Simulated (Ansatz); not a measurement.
## CsSnI3: energy against volume and a worked fit

```
Cs I Sn
1.0
     6.20570    0.00000    0.00000
     0.00000    6.20570    0.00000
     0.00000    0.00000    6.20570
Cs I Sn
1 3 1
Direct
  0.00000 0.00000 0.00000
  0.50000 0.50000 0.00000
  0.50000 0.00000 0.50000
  0.00000 0.50000 0.50000
  0.50000 0.50000 0.50000
```

The cell was measured well above room temperature.

The cell was scaled at fixed shape and fractions and run with Ansatz, PseudoDojo stringent, cutoff 1530 eV; PBE, k mesh 5 × 5 × 5 on the cell of 5 atoms, fermi-dirac occupations of 0.05 eV, no spin polarisation, no spin-orbit coupling. Energies are those that the program minimises, any entropy of the smearing included.

```tsv
V (Å³/atom)	energy over the lowest row (meV/atom)
44.9294	22.664
45.8853	13.378
46.8412	6.729
47.7972	?
48.7531	0.272
49.7091	0.000
50.6650	1.433
```

Problem. Fit the third-order Birch-Murnaghan form, give V0, B0 and B′, and predict the energy left open.

Solution. With y = (V0/V)^(2/3), E = E0 + (9 V0 B0/16) [(y - 1)³ B′ + (y - 1)² (6 - 4y)]. Least squares through the rows shown give V0 = 49.3722 Å³/atom, E0 = -0.108 meV, B0 = 15.31 GPa (1 eV/Å³ = 160.218 GPa) and B′ = 4.60, with a largest miss of 0.006 meV. At V = 47.7972 the form with these constants gives 2.442 meV; the run gave 2.444 meV an atom. Other set-ups at this level, from all their volumes (Å³/atom, GPa): Ansatz, all-electron LAPW, scalar-relativistic: V0 49.345, B0 15.33.
